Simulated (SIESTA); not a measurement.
Cu:

```
CELL_PARAMETERS angstrom
-1.44279 1.44279 1.37608
1.44279 -1.44279 1.37608
1.44279 1.44279 -1.37608
ATOMIC_POSITIONS crystal
Cu 0.00000 0.00000 0.00000
```

This isn't the form of Cu at room conditions, which is fcc.

- Program: SIESTA 5.4.2
- Task: single point
- Functional: PBE
- Potentials or basis: PseudoDojo 0.4 standard (PBE files)
- Basis: DZP (energy shift 0.003 Ry; two zetas on semicore shells)
- Grid cutoff: 800 Ry
- Energy shift: 0.003 Ry
- k mesh: 13 × 13 × 13
- Occupations: fermi-dirac, width 0.05 eV
- Spin: no spin polarisation

On this cell: pressure 6.8 GPa; band gap on the k mesh none (metal or under the smearing width).

The same run follows on a disturbed copy (cell strained at random at fixed volume):

```xyz
1
Lattice="-1.4108 1.4416 1.3667 1.3919 -1.4546 1.3605 1.4610 1.5047 -1.3803" Properties=species:S:1:pos:R:3 pbc="T T T"
Cu   -0.0015    0.0446    0.0097
```

Question: What does the disturbed cell give?

Answer: The energy (extrapolated to zero smearing) moves by +6.2 meV/atom; pressure 7.1 GPa; band gap on the k mesh none (metal or under the smearing width).

Stress tensor (GPa, compression positive):
```
 5.73 -4.98  1.52
-4.98  7.76  1.00
 1.52  1.00  7.78
```

Caveats: short orbitals over semicore shells can move pressures by several GPa; the basis of atomic orbitals isn't converged, which shifts pressures, moduli and gaps.
